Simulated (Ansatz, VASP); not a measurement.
**Two plane-wave programs on LiF**

```
Li F
1.0
     0.00000    2.03477    1.96974
     2.03477    0.00000    1.96974
     2.03477    2.03477    0.00000
Li F
1 1
Direct
  0.00000 0.00000 0.00000
  0.50000 0.50000 0.50000
```

Change from the starting cell: epitaxial_xy strain +2.0%.

Alike in both runs: task single point; functional PBE; k mesh 10 × 10 × 10; occupations fermi-dirac, width 0.02 eV; no spin polarisation.

```csv
,VASP,Ansatz
version,VASP 6.6.1,Ansatz 0.2.0
potentials or method,"VASP PAW PBE potentials, release 64 (Li_sv, F)","plane waves, PAW"
plane-wave cutoff (eV),520,420
valence electrons in the cell,10,10
```

```csv
,VASP,Ansatz,Ansatz less VASP
gap on the k mesh at the Fermi level (eV),9.07,9.07,0.000
```

The functional is the same, so the differences come from potentials, cutoffs and numerics.

 A k mesh can miss the band edges.
